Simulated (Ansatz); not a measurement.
Rh: energy above lowest point and pressure against volume per atom

Results calculated with Ansatz 0.2.0 development build, not measured. Equation of state of a cubic crystal from periodic Kohn-Sham density functional theory without spin; pressure corrected for the finite basis.

Cell of the first row (space group Fd-3m, No. 227):
```
CELL_PARAMETERS angstrom
0.00000 2.70090 2.70090
2.70090 0.00000 2.70090
2.70090 2.70090 0.00000
ATOMIC_POSITIONS crystal
Rh 0.00000 0.00000 0.00000
Rh 0.25000 0.25000 0.25000
```

Settings of every row: formula Rh; structure type diamond; functional PBE; spin treatment none; k mesh 17x17x17; occupation method fermi-dirac; occupation width 0.061225619 eV; wave cutoff 700 eV; datasets hard PAW; density cutoff ratio 4.

Limits: a cubic model structure, not a phase known at ambient conditions; modest k-mesh, values are not fully converged in k; the SCF threshold is loose for a stress in some rows.

| row | volume per atom (Å³) | energy above lowest point (meV/atom) | pressure (GPa) |
| --- | --- | --- | --- |
| 1 | 19.702 | 33.8 | 9.223 |
| 2 | 20.121 | 14.3 | 5.75 |
| 3 | 20.54 | 3.36 | 2.675 |
| 4 | 20.96 | 0 | -0.047 |
| 5 | 21.379 | 3.34 | -2.457 |
| 6 | 21.798 | ? | ? |
| 7 | 22.217 | 27.13 | -6.472 |

Question: what energy above lowest point and pressure should row 6 give?

Worked fit of energy above lowest point. Take u = (V_r/V)^(2/3) − 1 with V_r = 20.75 Å³ an atom, which is twice the finite (Eulerian) strain; such expansions in the strain, on which the Birch-Murnaghan equation of state is built, carry the rest volume and the bulk modulus. The shown rows have u = 0.03515, 0.02073, 0.0068, -0.00669, -0.01971, -0.04452. Least squares give energy above lowest point = 0.786 + 246.84 × u + 19317.4 × u² + 10822 × u³ meV/atom; a parabola predicts inner rows, each left out in turn, worse (root mean square 0.21 against 0.0054 meV/atom). All shown rows lie on it to the printed digit. Its lowest point lies at u = -0.0064, or V = 20.95 Å³ an atom, and the curvature there gives the bulk modulus at fixed shape and fractions, B = (4/9)(1 + u)² E″(u)/V = 128 GPa. The withheld row has u = -0.03231, so the fit gives 0.786 + 246.84 × (-0.03231) + 19317.4 × (-0.03231)² + 10822 × (-0.03231)³ = 12.61 meV/atom.

The calculation gave 12.61 meV/atom. The fit meets it to the printed digit.

Worked fit of pressure. Take u = (V_r/V)^(2/3) − 1 with V_r = 20.75 Å³ an atom, which is twice the finite (Eulerian) strain; such expansions in the strain, on which the Birch-Murnaghan equation of state is built, carry the rest volume and the bulk modulus. The shown rows have u = 0.03515, 0.02073, 0.0068, -0.00669, -0.01971, -0.04452. Least squares give pressure = 1.2723 + 201.912 × u + 663.05 × u² + 788 × u³ GPa; a parabola predicts inner rows, each left out in turn, worse (root mean square 0.016 against 0.0027 GPa). The rows lie off it by 0.000, 0.000, -0.001, 0.002, -0.001, 0.000. The pressure vanishes at u = -0.0064, or V = 20.95 Å³ an atom, and there the bulk modulus at fixed shape and fractions is B = −V dP/dV = (2/3)(1 + u) dP/du = 128 GPa. The withheld row has u = -0.03231, so the fit gives 1.2723 + 201.912 × (-0.03231) + 663.05 × (-0.03231)² + 788 × (-0.03231)³ = -4.586 GPa.

The calculation gave -4.588 GPa. The fit lies 0.002 GPa (0.013 % of the column's range) above it; its largest miss of a shown row is 0.002 GPa.
